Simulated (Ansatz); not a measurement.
A run of Ansatz 0.2.0 is set up as follows.

The input input.yaml:

```yaml
crystal:
  lattice:
    - [3.14, 0.0, 0.0]
    - [-1.57, 2.7193197679, 0.0]
    - [0.0, 0.0, 3.48]
  atoms:
    - { symbol: Hf, position: [0.0, 0.0, 0.0] }
    - { symbol: B, position: [0.6666666667, 0.3333333333, 0.5] }
    - { symbol: B, position: [0.3333333333, 0.6666666667, 0.5] }
hamiltonian:
  xc: pbe
  pseudopotentials: { kind: paw }
kpoints:
  mp_grid: { grid: [10, 10, 8] }
scf:
  occupations: { method: fermi_dirac, width: 0.05 }
output:
  forces: true
  stress: true
  eigenvalues: true
relax:
  f_tol: 0.01
  max_steps: 40
  cell: { stress_tol: 0.05, p_target: 10.0 }
```

Potentials or basis: Ansatz PAW.

The run is started by

```bash
$ ansatz run input.yaml --threads 2 --pin off --max-ram 5632MiB --backend cpu --events-out ev --progress --plain --runs-dir out
```

Task: Estimate the band gap on the k mesh.

Result: None (metal or under the smearing width).

Task: Predict the relaxed cell.

Result: a = 3.108 Å, b = 3.108 Å, c = 3.440 Å, α = 90.00°, β = 90.00°, γ = 120.00°.

Task: Predict the space group after relaxing (to 0.05 Å).

Result: P6/mmm (No. 191).

Task: Predict the relaxed volume.

Result: 9.60 Å³/atom.

Step by step:
| step | energy change (eV) | largest force (eV/Å) | volume (Å³) |
| --- | --- | --- | --- |
| 1 | 0.0000 | 0.0000 | 29.71 |
| 2 | 0.0640 | 0.0000 | 28.39 |
| 3 | 0.0317 | 0.0000 | 28.78 |
| 4 | 0.0305 | 0.0000 | 28.80 |
| 5 | 0.0313 | 0.0000 | 28.79 |
| 6 | 0.0323 | 0.0000 | 28.79 |

Caveat: the plane-wave basis is chosen anew once the cell has moved, so the energies of steps on either side of that aren't comparable. Spin-orbit coupling is left out, which matters for the levels of Hf.
